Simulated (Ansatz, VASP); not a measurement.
Re: VASP beside Ansatz

Contents of POSCAR:

```
Re
1.0
    4.4127299422      0.0000000000      0.0000000000
   -2.2063649711      3.8215362300      0.0000000000
    0.0000000000      0.0000000000      2.7627717746
Re
3
Direct
    1.0000000000      1.0000000000      0.0000000000
    0.3333333333      0.6666666667      0.5000000000
    0.6666666667      0.3333333333      0.5000000000
```

The input INCAR.step1:

```
PREC = Accurate
ENCUT = 520
ISMEAR = -1
SIGMA = 0.1
LREAL = False
LASPH = True
NELM = 80
NBANDS = 18
GGA = PE
ALGO = Normal
EDIFF = 1E-4
LWAVE = True
LCHARG = False
```

Contents of INCAR.step2:

```
PREC = Accurate
ENCUT = 520
EDIFF = 1E-7
ISMEAR = -1
SIGMA = 0.1
LREAL = False
LASPH = True
NELM = 80
ALGO = Normal
ISIF = 2
LWAVE = False
LCHARG = True
METAGGA = R2SCAN
LMIXTAU = True
LELF = True
LVHAR = True
NBANDS = 18
ISTART = 1
```

The input KPOINTS:

```
regular mesh
0
Gamma
  10 10 13
```

Input for Ansatz:

```yaml
crystal:
  lattice:
    - [4.4127299422, 0.0, 0.0]
    - [-2.2063649711, 3.82153623, 0.0]
    - [0.0, 0.0, 2.7627717746]
  atoms:
    - { symbol: Re, position: [1.0, 1.0, 0.0] }
    - { symbol: Re, position: [0.3333333333, 0.6666666667, 0.5] }
    - { symbol: Re, position: [0.6666666667, 0.3333333333, 0.5] }
hamiltonian:
  xc: r2scan
  pseudopotentials:
    kind: paw
    azcp:
      Re: "pseudopotentials/Re.paw.azcp"
basis:
  ecutwfc: 500
  fft_grid_basis: typed
kpoints:
  mp_grid: { grid: [10, 10, 13], shift: [0, 0, 0] }
magnetization:
  spin_polarized: false
scf:
  occupations: { method: fermi_dirac, width: 0.1 }
  lower_state_search: "off"
output:
  stress: true
```

Alike in both runs: task single point; functional r2SCAN; k mesh 10 × 10 × 13; occupations fermi-dirac, width 0.1 eV; no spin polarisation.

```csv
,VASP,Ansatz
version,VASP 6.6.1,Ansatz 0.2.0
potentials or method,"VASP PAW PBE potentials, release 64 (Re)","plane waves (500 eV) with PAW, scalar-relativistic"
plane-wave cutoff (eV),520,500
valence electrons in the cell,21,45
```

|  | VASP | Ansatz | Ansatz less VASP |
| --- | --- | --- | --- |
| pressure (GPa) | -13.7 | -13.3 | +0.48 |
| largest component of the traceless stress (GPa) | 0.89 | 0.51 | -0.379 |

With one functional, cell and mesh, what is left measures potentials, basis and numerics. The two sets of potentials don't hold the same shells in valence.

Caveats: the PAW data sets were made with another functional, which shifts forces and pressure a little (VASP). The runs have no spin-orbit coupling, so splittings on Re are missing.
